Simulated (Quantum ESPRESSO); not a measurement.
The system is BaZrO3.

```xyz
5
Lattice="4.1913 0.0000 0.0000 0.0000 4.1913 0.0000 0.0000 0.0000 4.1913" Properties=species:S:1:pos:R:3 pbc="T T T"
Ba    0.0000    0.0000    0.0000
Zr    2.0957    2.0957    2.0957
O     2.0957    2.0957    0.0000
O     2.0957    0.0000    2.0957
O     0.0000    2.0957    2.0957
```

```yaml
Program: Quantum ESPRESSO 7.5
Task: phonons
Functional: PBE
Potentials_or_basis: PseudoDojo 0.4.1 SR PBE standard
Cutoff: 1143 eV
Density_cutoff: 4572 eV
k_mesh: 4 × 4 × 4, shifted
Occupations: fermi-dirac, width 0.05 eV
Spin: no spin polarisation
Target_pressure: 15 GPa
Mixing_beta: 0.5
Most_SCF_iterations: 120
SCF_threshold: 1e-09 Ry
```

The cell and the atoms were relaxed first at 15 GPa, to 13.91 Å³/atom (a = 4.112 Å, b = 4.112 Å, c = 4.112 Å, α = 90.00°, β = 90.00°, γ = 90.00°), and the response was taken there.

The first run showed a gap, so the response started from a second, tighter run with fixed occupations.

Q: Where do the zone-centre optical modes lie?

A: T1u at 128 cm⁻¹ (IR); T2u at 175 cm⁻¹ (silent); T1u at 201 cm⁻¹ (IR); T1u at 580 cm⁻¹ (IR). Polar modes are given without the macroscopic field (transverse values).

Optical modes at Γ, degenerate ones joined, polar ones without the macroscopic field:
| cm⁻¹ | components | symmetry | active in | IR intensity, summed ((D/Å)²/amu) |
| --- | --- | --- | --- | --- |
| 128 | 3 | T1u | IR | 29.37 |
| 175 | 3 | T2u | silent | 0.00 |
| 201 | 3 | T1u | IR | 61.66 |
| 580 | 3 | T1u | IR | 73.04 |

Caveat: this release of the barium file is off; the cell is more than 3 GPa from zero pressure, which shifts response properties.
